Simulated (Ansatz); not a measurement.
# Sb (Fm-3m) in Ansatz: a series of runs

One crystal, Sb, is run at these levels: PBE; tasks: single point, relaxation of cell and atoms.

Everything below comes from runs of Ansatz 0.2.0. Logs are shortened: lines on timing, memory, paths and dates and some standing lists are left out, and cuts for length are marked.

### 1 The crystal as given

Symmetry: Fm-3m, No. 225, cubic system. Conventional cell: a = 4.742 Å, b = 4.742 Å, c = 4.742 Å, α = 90.00°, β = 90.00°, γ = 90.00°. Sb (site symmetry m-3m) has 12 Sb at 3.35 Å as nearest neighbours.

This isn't the form of Sb at room conditions, which is rhombohedral.

### 2 Single point, PBE

input.yaml reads:

```yaml
crystal:
  lattice:
    - [0.0, 2.3712425216, 2.3712425216]
    - [2.3712425216, 0.0, 2.3712425216]
    - [2.3712425216, 2.3712425216, 0.0]
  atoms:
    - { symbol: Sb, position: [0.0, 0.0, 0.0] }
hamiltonian:
  xc: pbe
  pseudopotentials: { kind: paw }
kpoints:
  mp_grid: { grid: [10, 10, 10] }
scf:
  occupations: { method: gaussian, width: 0.011 }
output:
  forces: true
  stress: true
  eigenvalues: true
```

Potentials or basis: Ansatz PAW.

Run with:

```bash
> ansatz run input.yaml --threads 2 --pin off --max-ram 5632MiB --backend cpu --events-out ev --progress --plain --runs-dir out
```

Log:

```text
Warning: RAYON_NUM_THREADS=2 ignored (pool sized by the plan → 2); use --threads N
Engine: ansatz 0.2.0, x86_64-unknown-linux-gnu
Pseudopotentials: kind: paw
Pseudopotential: Sb, paw, valence charge 15, recommended cutoff 420 eV (normal), Sb.paw.azcp
Functional definition: PBE
  parameter kappa = 0.804
  parameter beta = 0.06672455060314922
  exchange = pbe_x(kappa = kappa, mu = beta*pi^2/3)
  correlation = pbe_c(beta = beta)
Crystal: 1 atoms, lattice volume = 26.666 Å³
Basis set: ecut = 420 eV, 531 PW (Γ), exchange–correlation on 48×48×48 points (8 copies of the dense FFT grid, shifted against one another)
Bands: 12, of which v1, the nominal top of the filled ones, is band 8 counted from 1 (7 counted from 0)
Symmetry: 48 space group operations
Space group: Fm-3m (ITA 225), of the structure as read, at distance tolerance 3.0e-5 Å
k-points: 47 of 1000
Non-local potential: Sb, projectors of the file, l = 0: 2, l = 1: 2, l = 2: 2, l = 3: 2
PAW form: soft (Blöchl's): semilocal exchange-correlation on the pseudo side does not see the compensation charge
PAW one-centre angular grid: Sb, 590 points (default); XC on 64 Gauss nodes
Initial density: superposition of atomic densities (neutral atoms: chi_scale 0, normalization atom), corrected by the library's trained network
Initial wavefunctions: pseudopotential atomic-orbital guess
Functional: x = pbe(κ = 0.804, μ = 0.2195149727645171), c = pbe(β = 0.06672455060314922)
SCF iter   1: F=—  HF=-6484.161258 eV  |F-HF|=—  |Δ(HF+E_count)|=         —  Δρ=8.08e-4  dr2=1.28e-4  ethr=1.77e-3  ⟨swp⟩=5.9  Hψ=3410  notcnv=0
preconditioner: auto → none  [insulator: Δε(μ)=0.089 eV  Ē_g=12.614 eV  σ=0.011 eV  W_gap=0.80  n_scr=8 (ndim 8)  ℏωp=16.1 eV  f_vac=0.000  D(μ)=4.17/eV (n_scr^D=64)  ε∞_Penn≈2.6]
SCF iter   2: F=—  HF=-6484.160812 eV  |F-HF|=—  |Δ(HF+E_count)|=   4.46e-4  Δρ=5.65e-4  dr2=7.58e-5  ethr=8.55e-7  ⟨swp⟩=2.4  Hψ=1458  notcnv=0  defer=22
SCF iter   3: F=—  HF=-6484.160821 eV  |F-HF|=—  |Δ(HF+E_count)|=   8.93e-6  Δρ=2.14e-4  dr2=8.50e-6  ethr=5.05e-7  ⟨swp⟩=2.9  Hψ=891  notcnv=0  defer=24
SCF iter   4: F=—  HF=-6484.160830 eV  |F-HF|=—  |Δ(HF+E_count)|=   8.44e-6  Δρ=7.01e-5  dr2=8.66e-7  ethr=5.66e-8  ⟨swp⟩=2.0  Hψ=638  notcnv=0  defer=24
SCF iter   5: F=—  HF=-6484.160831 eV  |F-HF|=—  |Δ(HF+E_count)|=   8.12e-7  Δρ=2.47e-5  dr2=1.42e-7  ethr=5.78e-9  ⟨swp⟩=2.0  Hψ=633  notcnv=0  defer=24
SCF iter   6: F=-6484.160830 eV  HF=-6484.160830 eV  |F-HF|=3.15e-9  |Δ(HF+E_count)|=   8.98e-8  Δρ=3.13e-6  dr2=2.01e-9  ethr=6.67e-10  ⟨swp⟩=6.9  Hψ=2466  notcnv=0
SCF 1 converged in 6 iterations: F = -6484.160830 eV  dr2 = 2.01e-9
SCF converged after 6 iterations
Free energy (F): -6484.160830 eV
Harris-Foulkes:  -6484.160830 eV  (|F-HF|=3.15e-9)
Internal energy: -6484.160581 eV  (E = F + TS)
E sigma→0 (E₀):  -6484.160706 eV
Entropy (-TS):   -0.000250 eV (-0.250 meV/atom)
Fermi energy:    11.769952 eV
--- Per-component energies (eV) ---
  E_band       = -142.072749
  E_kinetic    = 206.743671
  E_local      = -1425.274134  (includes V_loc(G=0)·N_el)
  E_nonlocal   = 361.399634
  E_hartree    = 652.057991
  E_xc         = -138.655120
  E_vxc        = -96.500853  (∫ρ·V_xc dr)
  E_paw        = -4574.314091  (= ΣΔE_a)
  E_vpaw       = -492.554887  (= ΣTr[D̂ρ^β])
  E_aug_tail   = -0.000002  (compensation charges beyond the density's cutoff)
  E_ewald      = -1566.118529
  E_smearing   = -0.000250  (= −TS)
  E_closure    = 0.000000  (closes the sum)
  Σ components = -6484.160830   (vs F -6484.160830, Δ=0.00e0)
--- Forces (eV/Å), atoms counted from 1 ---
  atom   1  Sb    -0.00000000     0.00000000     0.00000000
  max |Σ_I F_I| component: 1.19e-31 eV/Å
--- Stress (GPa, compression-positive) ---
        2.032337       0.000000       0.000000
       -0.000000       2.032337       0.000000
       -0.000000       0.000000       2.032337
  P = ⅓ Tr σ = 2.0323 GPa (20.323 kbar)
--- Band table (eV; the first three rows and the last of 47) ---
  k-point 0: bands = ["-17.4916", "-17.4916", "-17.4916", "-17.4524", "-17.4524", "-1.1651", "17.2306", "17.2306", "17.2306", "22.0140", "22.3695", "22.3695"]
  k-point 1: bands = ["-17.4905", "-17.4874", "-17.4874", "-17.4521", "-17.4521", "-0.9652", "15.5130", "16.9793", "16.9793", "20.9113", "22.8120", "22.8120"]
  k-point 2: bands = ["-17.4880", "-17.4812", "-17.4812", "-17.4467", "-17.4467", "-0.3698", "12.5217", "16.4558", "16.4558", "20.3796", "23.1433", "23.1433"]
  k-point 46: bands = ["-17.4868", "-17.4798", "-17.4461", "-17.4315", "-17.3996", "4.5106", "8.0204", "9.3911", "10.4445", "20.4089", "21.1734", "24.8123"]
```

Run time: 0.96 s. Hardware: 2 threads of Intel Xeon Platinum 8259CL at 2.50GHz (Skylake/Cascade Lake), shared host; peak memory 0.41 GiB.

Results:

- Free energy: -6484.1608 eV
- Pressure: 2.0 GPa
- Band gap on the k mesh: none (metal or under the smearing width)

### 3 Relaxation of cell and atoms, PBE

Edit input.yaml of step 2 so:

```diff
@@ -13,3 +13,3 @@
 scf:
-  occupations: { method: gaussian, width: 0.011 }
+  occupations: { method: fermi_dirac, width: 0.05 }
 output:
@@ -18 +18,9 @@
   eigenvalues: true
+  write_density: true
+  write_potential: true
+  elf: true
+  volumetric_format: npy
+relax:
+  f_tol: 0.01
+  max_steps: 40
+  cell: { stress_tol: 0.05 }
```

Potentials or basis: Ansatz PAW.

Run with:

```bash
> ansatz run input.yaml --threads 2 --pin off --max-ram 5632MiB --backend cpu --events-out ev --progress --plain --runs-dir out
```

Wall time 3.9 s (2 threads of Intel Xeon Platinum 8259CL at 2.50GHz (Skylake/Cascade Lake), shared host); peak memory 0.44 GiB.

Results (log left out):

| Item | Value |
| --- | --- |
| Free energy | -6484.1697 eV |
| Relaxed volume | 27.50 Å³/atom |
| Relaxed cell | a = 3.388 Å, b = 3.388 Å, c = 3.388 Å, α = 60.00°, β = 60.00°, γ = 60.00° |
| Space group after relaxing (to 0.05 Å) | Fm-3m (No. 225) |
| Energy gained by relaxing | 4.8 meV/atom |
| Ionic steps | 4 |
| Pressure after relaxing | 0.0 GPa |
| Band gap on the k mesh | none (metal or under the smearing width) |

Step by step:
```tsv
step	energy change (eV)	largest force (eV/Å)	volume (Å³)
1	0.0000	0.0000	26.67
2	-0.0040	0.0000	27.77
3	-0.0046	0.0000	27.50
4	-0.0048	0.0000	27.50
```

Final structure:
```
Sb
1.0
     0.00000    2.39585    2.39585
     2.39585    0.00000    2.39585
     2.39585    2.39585    0.00000
Sb
1
Direct
  0.00000 0.00000 0.00000
```

Levels at points of the mesh, in eV from the Fermi level:
```tsv
k point	band 4	band 5	band 6	band 7	band 8	band 9	band 10	band 11
(0.00, 0.00, 0.00)	-29.27	-29.27	-12.75	5.18	5.18	5.18	10.20	10.41
(0.00, 0.00, -0.50)	-29.23	-29.23	-9.10	-5.66	3.55	3.55	8.23	9.42
(0.00, -0.50, -0.50)	-29.22	-29.22	-7.54	-4.79	0.39	0.39	4.17	4.70
```

Caveat: the plane-wave basis is chosen anew once the cell has moved, so the energies of steps on either side of that aren't comparable.
